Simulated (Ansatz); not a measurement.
# CdO: a Cd atom hops into a vacancy

Aim: the barrier for Cd6 to jump 3.30 Å into the empty Cd site beside it, in a 2×2×2 supercell of CdO with one Cd atom removed. The band relaxes its own ends first.

All numbers below are computed with Ansatz 0.2.0 (DFT PBE, plane waves, PAW, scalar-relativistic, no spin polarisation).

The cell holds 15 atoms (Cd7O8): a = 6.637 Å, b = 6.637 Å, c = 6.637 Å, α = 60.00°, β = 60.00°, γ = 60.00°.

The empty site lies at (4.68, 0.05, 4.72) Å, and Cd6 starts at (4.70, 2.37, 2.37) Å. All atoms were shaken by about 0.02 Å to break the symmetry.

Structure file:

```xyz
15
Lattice="0.0000 4.6931 4.6931 4.6931 0.0000 4.6931 4.6931 4.6931 0.0000" Properties=species:S:1:pos:R:3 pbc="T T T"
O     2.3796    2.3600    2.3277
Cd    2.3152    2.3534   -0.0036
O     4.6751    4.6750    2.3589
Cd    2.3600    0.0161    2.3627
O     4.6923    2.3505    4.6828
Cd    4.7045    2.3654    2.3661
O     7.0375    4.6793    4.6660
Cd   -0.0088    2.3524    2.3704
O     2.3602    4.6855    4.7311
Cd    2.3614    4.7354    2.3568
O     4.7084    7.0336    4.7067
Cd    2.3662    2.3480    4.7230
O     4.6869    4.6858    7.0557
Cd    4.7290    4.6942    4.6890
O     7.0100    6.9923    7.0517
```

The structure above is the start of the run; the results belong to its end.

| quantity | value |
| --- | --- |
| relaxation of the ends | 0.285 eV lower, moves up to 0.12 Å; 0.372 eV lower, moves up to 0.15 Å |
| barrier forwards | 0.93 eV |
| barrier backwards | 0.93 eV |
| second end relative to first | 0.000 eV |
| highest image | 2 of 0 to 4, climbing |
| band iterations | 5 |

Along this path the system climbs 0.93 eV from the first end (36 kT at 300 K); with a typical attempt rate of 10^13 per second that is roughly 10^-3 events a second. Both ends agree in energy to 1 meV. The input switches the test of curvatures off, so the top was not shown to be a first-order saddle. The top still moved by 25 meV in the last iteration, which bounds the digits to trust. In 15 atoms the vacancy feels its images, and neither cell size nor mesh was tested.

Q: Write an input and a launch command for the first run that leads to these results.

A: The one that was run. It is one of several that fit.

crystal.atoms is the first end and neb.final_atoms the second, which differs in Cd6 alone.

Contents of input.yaml:

```yaml
crystal:
  lattice:
    - [0.0, 4.693116, 4.693116]
    - [4.693116, 0.0, 4.693116]
    - [4.693116, 4.693116, 0.0]
  atoms:
    - { symbol: O, position: [0.24589512, 0.25007758, 0.25696774] }
    - { symbol: Cd, position: [0.00367988, -0.00445164, 0.49777983] }
    - { symbol: O, position: [0.25130825, 0.25133193, 0.74483924] }
    - { symbol: Cd, position: [0.00201142, 0.50143103, 0.00142754] }
    - { symbol: O, position: [0.24941495, 0.74838508, 0.25143366] }
    - { symbol: Cd, position: [0.00287872, 0.50129317, 0.50114293] }
    - { symbol: O, position: [0.24587321, 0.7483535, 0.75117726] }
    - { symbol: Cd, position: [0.50409252, 0.00098193, -0.00285076] }
    - { symbol: O, position: [0.75178495, 0.25631173, 0.24659985] }
    - { symbol: Cd, position: [0.50401419, -0.00183035, 0.50500164] }
    - { symbol: O, position: [0.74918009, 0.25372217, 0.74952922] }
    - { symbol: Cd, position: [0.50124083, 0.50513114, -0.00093661] }
    - { symbol: O, position: [0.75159414, 0.75182508, 0.24684432] }
    - { symbol: Cd, position: [0.49585902, 0.50326892, 0.5043683] }
    - { symbol: O, position: [0.74939339, 0.75317194, 0.74050602] }
kpoints:
  mp_grid: { grid: [3, 3, 3] }
magnetization:
  spin_polarized: false
scf:
  occupations: { method: gaussian, width: 0.1 }
hamiltonian:
  pseudopotentials: { kind: paw }
  xc: pbe
basis:
  ecutwfc: 420
neb:
  images: 3
  relax_end_points: true
  climbing: true
  f_tol: 0.1
  max_iterations: 40
  order_check: false
  final_atoms:
    - { symbol: O, position: [0.24589512, 0.25007758, 0.25696774] }
    - { symbol: Cd, position: [0.00367988, -0.00445164, 0.49777983] }
    - { symbol: O, position: [0.25130825, 0.25133193, 0.74483924] }
    - { symbol: Cd, position: [0.00201142, 0.50143103, 0.00142754] }
    - { symbol: O, position: [0.24941495, 0.74838508, 0.25143366] }
    - { symbol: Cd, position: [0.00906274, 0.99585813, 0.00198757] }
    - { symbol: O, position: [0.24587321, 0.7483535, 0.75117726] }
    - { symbol: Cd, position: [0.50409252, 0.00098193, -0.00285076] }
    - { symbol: O, position: [0.75178495, 0.25631173, 0.24659985] }
    - { symbol: Cd, position: [0.50401419, -0.00183035, 0.50500164] }
    - { symbol: O, position: [0.74918009, 0.25372217, 0.74952922] }
    - { symbol: Cd, position: [0.50124083, 0.50513114, -0.00093661] }
    - { symbol: O, position: [0.75159414, 0.75182508, 0.24684432] }
    - { symbol: Cd, position: [0.49585902, 0.50326892, 0.5043683] }
    - { symbol: O, position: [0.74939339, 0.75317194, 0.74050602] }
```

Launch:

```
ansatz run input.yaml --threads 4 --pin off --max-ram 8192MiB --backend cpu --events-out ev --progress --plain --runs-dir out
```
